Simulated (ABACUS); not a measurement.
The system is MgO.

```xyz
2
Lattice="0.0000 2.0970 2.0970 2.0970 0.0000 2.0970 2.0970 2.0970 0.0000" Properties=species:S:1:pos:R:3 pbc="T T T"
Mg    0.0000    0.0000    0.0000
O     2.0970    2.0970    2.0970
```

The cell is a database's computed one.

* Program: ABACUS 3.10.1
* Task: single point
* Functional: PBE
* Potentials or basis: PseudoDojo NC SR 0.4.1 PBE standard
* Cutoff: 1361 eV
* Density cutoff: 5442 eV
* Basis: DZP LCAO (the cutoffs set its grid)
* k mesh: 11 × 11 × 11
* Occupations: fermi-dirac, width 0.05 eV
* Spin: no spin polarisation

On this cell: pressure 7.7 GPa; largest force zero by symmetry; band gap on the k mesh 4.86 eV, direct.

The same run follows on a disturbed copy (atoms moved at random, drawn with an rms of 0.05 Å):

```
CELL_PARAMETERS angstrom
0.00000 2.09700 2.09700
2.09700 0.00000 2.09700
2.09700 2.09700 0.00000
ATOMIC_POSITIONS crystal
Mg 0.98355 0.02051 0.98418
O 0.50225 0.49698 0.50691
```

Question: What does the disturbed cell give?

Answer: The energy moves by +12.2 meV/atom; pressure 8.5 GPa; largest force 0.564 eV/Å; band gap on the k mesh 4.86 eV, direct.

Forces in eV/Å, atoms in the order of the input:
```
Mg  -0.009  0.560 -0.060
O    0.009 -0.560  0.060
```

Stress tensor (GPa, compression positive):
```
 7.50  0.01  0.00
 0.01 10.42  0.06
 0.00  0.06  7.54
```

Caveats: the atomic orbitals were generated for these runs and aren't a published set; the basis of atomic orbitals isn't converged, which shifts pressures, moduli and gaps; an odd mesh through Γ misses points on the zone boundary, where band edges often lie (some runs).
